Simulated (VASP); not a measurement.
Here is a VASP 6.6.1 calculation.

The input INCAR:

```
SYSTEM = NiO
PREC = Accurate
ENCUT = 520
EDIFF = 1E-7
ISMEAR = 0
SIGMA = 0.05
LREAL = .FALSE.
LASPH = .TRUE.
NELM = 100
ALGO = Normal
ISIF = 2
LWAVE = .FALSE.
LCHARG = .FALSE.
ISPIN = 2
MAGMOM = 1 0
LORBIT = 11
LMAXMIX = 4
LDAU = .TRUE.
LDAUTYPE = 2
LDAUL = 2 -1
LDAUU = 7 0
LDAUJ = 0 0
LDAUPRINT = 1
NBANDS = 19
```

Contents of KPOINTS:

```
regular mesh
0
G
  8 8 7
  0 0 0
```

Contents of POSCAR:

```
NiO
1.0
    2.7830607900      0.0000000000      0.0000000000
   -1.3915303900      2.4102013400      0.0000000000
    0.0000000000      0.0000000000      2.7161294400
Ni O
1 1
Direct
    0.0000000000      0.0000000000      0.0000000000
    0.6666666667      0.3333333333      0.5000000000
```

Potentials or basis: VASP PAW LDA potentials, release 64 (Ni, O).

Run with:

```console
$ cat potpaw_LDA.64/Ni/POTCAR potpaw_LDA.64/O/POTCAR > POTCAR
$ mpirun -np 1 vasp_std > vasp.out
```

Task: What does it give for the pressure?

Result: -16.0 GPa.

Task: What does it give for the band gap on the k mesh?

Result: 1.30 eV, indirect (least direct gap 1.75 eV).

Task: Estimate the site moments.

Result: Ni +1.76; O +0.22 μB.

Eigenvalues of the final occupation matrices:
| site | spin | trace | eigenvalues |
| --- | --- | --- | --- |
| site 1 d | 1 | 5.02 | 0.99 0.99 0.99 1.03 1.03 |
| site 1 d | 2 | 3.27 | 0.16 0.16 0.98 0.98 0.99 |

Caveat: an odd mesh through Γ misses points on the zone boundary, where band edges often lie; a cell with one magnetic atom can't hold antiferromagnetic order, which such compounds often take. The state reached can hang on the start; a lower one may exist.
